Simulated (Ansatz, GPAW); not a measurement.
## A script for AlAs (PBE in single-zeta orbitals)

These are simulated results from GPAW 26.7.0, not measurements. The cell began as a measured structure and was relaxed with r2SCAN in plane waves (Ansatz 0.2.0). All runs are without spin polarisation.

The symmetry is F-43m (No. 216, cubic); a = 5.678 Å in the conventional setting, 22.88 Å³ an atom. Al has 4 As at 2.46 Å; As has 4 Al at 2.46 Å.

The basis is minimal: single zeta, one radial function for each shell that the log's basis lists. It describes the filled bands fairly and the empty ones poorly.

run.py reads:

```python
import json
from ase import Atoms
from gpaw import GPAW, PW, FermiDirac

atoms = Atoms(['Al', 'As'],
              cell=[[-0.0, 2.838925, 2.838925], [2.838925, 0.0, 2.838925], [2.838925, 2.838925, 0.0]],
              scaled_positions=[[-0.0, 0.0, 0.0], [0.25, 0.25, 0.25]],
              pbc=True)
calc = GPAW(mode='lcao', basis='sz(dzp)', h=0.2, xc='PBE', kpts={'size': (6, 6, 6), 'gamma': True},
            occupations=FermiDirac(0.02), maxiter=100, legacy_gpaw=True, txt='gpaw.txt')
atoms.calc = calc
res = {'energy': atoms.get_potential_energy(force_consistent=True)}
res['electrons'] = calc.get_number_of_electrons()
res['k'] = calc.get_ibz_k_points().tolist()
res['levels'] = [calc.get_eigenvalues(kpt=i).tolist() for i in range(len(res['k']))]
points = [[0.0, 0.0, 0.0], [-0.5, -0.5, 0.0], [-0.375, -0.375, 0.25], [-0.375, 0.0, 0.375], [0.0, 0.0, 0.5], [-0.5, -0.25, 0.25], [0.0, 0.5, 0.5]]
bands = calc.fixed_density(kpts=points, symmetry='off', txt='bands.txt')
res['points'] = [bands.get_eigenvalues(kpt=i).tolist() for i in range(len(points))]
json.dump(res, open('results.json', 'w'))
print('free energy (eV):', round(res['energy'], 5))
```

Command: `python run.py`. It took 8 s on 1 thread of Arm Neoverse N1, with other jobs on the host, peak memory 0.13 GiB.

The log gpaw.txt, trimmed of paths, versions and times, then the last line on the terminal. An iter line gives the energy in eV and the logarithms of the changes of orbitals (plane waves alone) and density (c: converged):

```
___ ___ ___ _ _ _
 |   |   |_  | | | |

 | | | | | . | | | |

 |__ |  _|___|_____|  26.7.0
 |___|_|

Input parameters:
  basis: sz(dzp)
  h: 0.2
  kpts: {gamma: True,
         size: (6, 6, 6)}
  maxiter: 100
  mode: lcao
  occupations: {fixmagmom: False,
                name: fermi-dirac,
                width: 0.02}
  xc: PBE

System changes: positions, numbers, cell, pbc, initial_charges, initial_magmoms

Initialize ...

species:
  Al:
    name:    Aluminium
    Z:       13.0
    valence: 3
    core:    10
    charge:  0.0  # [|e|]
    compensation charges:
      type: gauss
      rc: 0.34  # [Å]
      lmax: 2
    cutoffs:
      filter: 1.91  # [Å]
      core: 2.36  # [Å]
    projectors
    | kind |    occ | energy [eV] | rcut [Å] |

    |------|--------|-------------|----------|

    |   3s |  2.000 |      -7.753 |    1.085 |

    |   3p |  1.000 |      -2.712 |    1.085 |

    |    s |        |      19.459 |    1.085 |

    |    p |        |      24.499 |    1.085 |

    |    d |        |       0.000 |    1.085 |

    LCAO basis set for Al:
      Name: sz(dzp)
      Number of radial functions: 2
      Number of spherical harmonics: 4
        l=0, rc=7.8750 Bohr: 3s-sz confined orbital
        l=1, rc=10.4219 Bohr: 3p-sz confined orbital
      Number of RI-basis functions 0

  As:
    name:    Arsenic
    Z:       33.0
    valence: 5
    core:    28
    charge:  0.0  # [|e|]
    compensation charges:
      type: gauss
      rc: 0.33  # [Å]
      lmax: 2
    cutoffs:
      filter: 1.87  # [Å]
      core: 2.96  # [Å]
    projectors
    | kind |    occ | energy [eV] | rcut [Å] |

    |------|--------|-------------|----------|

    |   4s |  2.000 |     -14.487 |    1.058 |

    |   4p |  3.000 |      -5.196 |    1.058 |

    |    s |        |      12.725 |    1.058 |

    |    p |        |      22.016 |    1.058 |

    |    d |        |       0.000 |    1.058 |

    LCAO basis set for As:
      Name: sz(dzp)
      Number of radial functions: 2
      Number of spherical harmonics: 4
        l=0, rc=6.1250 Bohr: 4s-sz confined orbital
        l=1, rc=7.9531 Bohr: 4p-sz confined orbital
      Number of RI-basis functions 0

Reference energy: -68106.396865  # eV

Spin-paired calculation

Convergence criteria:
 Maximum [total energy] change in last 3 cyles: 0.0005 eV / valence electron
 Maximum integral of absolute [dens]ity change: 0.0001 electrons / valence electron
 Maximum integral of absolute [eigenst]ate change: 4e-08 eV^2 / valence electron
 Maximum number of scf [iter]ations: 100
 (Square brackets indicate name in SCF output, whereas a 'c' in
 the SCF output indicates the quantity has converged.)

Symmetries present (total): 24

  ( 1  0  0)  ( 1  0  0)  ( 1  0 -1)  ( 1  0 -1)  ( 1 -1  0)  ( 1 -1  0)
  ( 0  1  0)  ( 0  0  1)  ( 0  1 -1)  ( 0  0 -1)  ( 0 -1  1)  ( 0 -1  0)
  ( 0  0  1)  ( 0  1  0)  ( 0  0 -1)  ( 0  1 -1)  ( 0 -1  0)  ( 0 -1  1)

  ( 0  1  0)  ( 0  1  0)  ( 0  1 -1)  ( 0  1 -1)  ( 0  0  1)  ( 0  0  1)
  ( 1  0  0)  ( 0  0  1)  ( 1  0 -1)  ( 0  0 -1)  ( 1  0  0)  ( 0  1  0)
  ( 0  0  1)  ( 1  0  0)  ( 0  0 -1)  ( 1  0 -1)  ( 0  1  0)  ( 1  0  0)

  ( 0  0 -1)  ( 0  0 -1)  ( 0 -1  1)  ( 0 -1  1)  ( 0 -1  0)  ( 0 -1  0)
  ( 1  0 -1)  ( 0  1 -1)  ( 1 -1  0)  ( 0 -1  0)  ( 1 -1  0)  ( 0 -1  1)
  ( 0  1 -1)  ( 1  0 -1)  ( 0 -1  0)  ( 1 -1  0)  ( 0 -1  1)  ( 1 -1  0)

  (-1  1  0)  (-1  1  0)  (-1  0  1)  (-1  0  1)  (-1  0  0)  (-1  0  0)
  (-1  0  1)  (-1  0  0)  (-1  1  0)  (-1  0  0)  (-1  1  0)  (-1  0  1)
  (-1  0  0)  (-1  0  1)  (-1  0  0)  (-1  1  0)  (-1  0  1)  (-1  1  0)

216 k-points: 6 x 6 x 6 Monkhorst-Pack grid + [1/12,1/12,1/12]
16 k-points in the irreducible part of the Brillouin zone
       k-points in crystal coordinates                weights
   0:     0.00000000    0.00000000    0.00000000          1/216
   1:     0.16666667    0.16666667    0.00000000          6/216
   2:     0.16666667    0.16666667    0.16666667          8/216
   3:     0.33333333    0.16666667    0.16666667         12/216
   4:     0.33333333    0.33333333   -0.33333333         12/216
   5:     0.33333333    0.33333333    0.00000000          6/216
   6:     0.33333333    0.33333333    0.16666667         24/216
   7:     0.33333333    0.33333333    0.33333333          8/216
   8:     0.50000000    0.33333333   -0.33333333         24/216
   9:     0.50000000    0.33333333   -0.16666667         12/216
          ...
  15:     0.50000000    0.50000000    0.50000000          4/216

Wave functions: LCAO
  Diagonalizer: Serial LAPACK
  Atomic Correction: dense with blas
  Data-type: complex

Occupation numbers: Fermi-Dirac:
  width: 0.0200  # eV

Eigensolver
   LCAO using direct dense diagonalizer

Densities:
  Coarse grid: 16*16*16 grid
  Fine grid: 32*32*32 grid
  Total Charge: 0.000000

Density mixing:
  Method: separate
  Backend: msr1
  Linear mixing parameter: 0.05
  old densities: 10
  Width of damping distribution: 1.1
  Damping of long wavelength oscillations: 20

Hamiltonian:
  XC and Coulomb potentials evaluated on a 32*32*32 grid
  Using the PBE Exchange-Correlation functional
  Interpolation: tri-quintic (5. degree polynomial)
  Poisson solver: FastPoissonSolver using
    Stencil: 12*3+1=37 point O(h^6) finite-difference Laplacian
    FFT axes: [np.int64(0), np.int64(1), np.int64(2)]
    FST axes: []

XC parameters: PBE with 2 nearest neighbor stencil

Memory estimate:
  Process memory now: 111.38 MiB
  Calculator: 8.88 MiB
    Density: 5.61 MiB
      Arrays: 0.81 MiB
      Localized functions: 4.17 MiB
      Mixer: 0.62 MiB
    Hamiltonian: 0.84 MiB
      Arrays: 0.53 MiB
      XC: 0.00 MiB
      Poisson: 0.00 MiB
      vbar: 0.31 MiB
    Wavefunctions: 2.43 MiB
      C [qnM]: 0.02 MiB
      S, T [2 x qmm]: 0.03 MiB
      P [aqMi]: 0.00 MiB
      BasisFunctions: 2.38 MiB
      Eigensolver: 0.00 MiB

Total number of cores used: 1

Number of atoms: 2
Number of atomic orbitals: 8
Number of bands in calculation: 8
Number of valence electrons: 8
Bands to converge: occupied
Positions:
   0 Al     0.000000    0.000000    0.000000    ( 0.0000,  0.0000,  0.0000)
   1 As     1.419463    1.419463    1.419463    ( 0.0000,  0.0000,  0.0000)

Unit cell:
           periodic     x           y           z      points  spacing
  1. axis:    yes   -0.000000    2.838925    2.838925    16     0.2049
  2. axis:    yes    2.838925    0.000000    2.838925    16     0.2049
  3. axis:    yes    2.838925    2.838925    0.000000    16     0.2049

  Lengths:   4.014846   4.014846   4.014846
  Angles:   60.000000  60.000000  60.000000

Effective grid spacing dv^(1/3) = 0.2236

iter:   1    -8.412801        c
iter:   2    -8.393601        c -0.95
iter:   3    -8.309823        c -0.98
iter:   4    -8.308921        c -1.73
iter:   5    -8.308686c       c -2.19
iter:   6    -8.308683c       c -3.35
iter:   7    -8.308683c       c -3.77
iter:   8    -8.308683c       c -5.08c

Converged after 8 iterations.

Energy contributions relative to reference atoms: (reference = -68106.396865)

Kinetic:        +16.272515
Potential:      -14.259320
External:        +0.000000
XC:             -10.332217
Entropy (-ST):   -0.000000
Local:           +0.010339
SIC:             +0.000000
--------------------------
Free energy:     -8.308683
Extrapolated:    -8.308683

Showing only first 2 kpts
 Kpt  Band  Eigenvalues  Occupancy
  0     2      4.35567    2.00000
  0     3      4.35567    2.00000
  0     4      6.01842    0.00000
  0     5      8.76605    0.00000

  1     2      3.43460    2.00000
  1     3      3.43480    2.00000
  1     4      7.86932    0.00000
  1     5      8.17382    0.00000

Fermi level: 5.10507

Gap: 1.663 eV
Transition (v -> c):
  (s=0, k=0, n=3, [0.00, 0.00, 0.00]) -> (s=0, k=0, n=4, [0.00, 0.00, 0.00])
No difference between direct/indirect transitions

free energy (eV): -8.30868
```

The gap in the log is over the mesh alone; results.json adds the listed points. PBE in single-zeta orbitals gives a gap of 1.66 eV. On the same cell, plane-wave PBE (Ansatz, 8×8×8 k points and the special points) gives a gap of 1.46 eV and r2SCAN a gap of 1.81 eV; on shared hosts these took about 3.7 and 8.3 core-seconds on the 2-atom cell, against 8 for the script. Semilocal gaps usually lie below measured ones.

Spin-orbit coupling is left out.
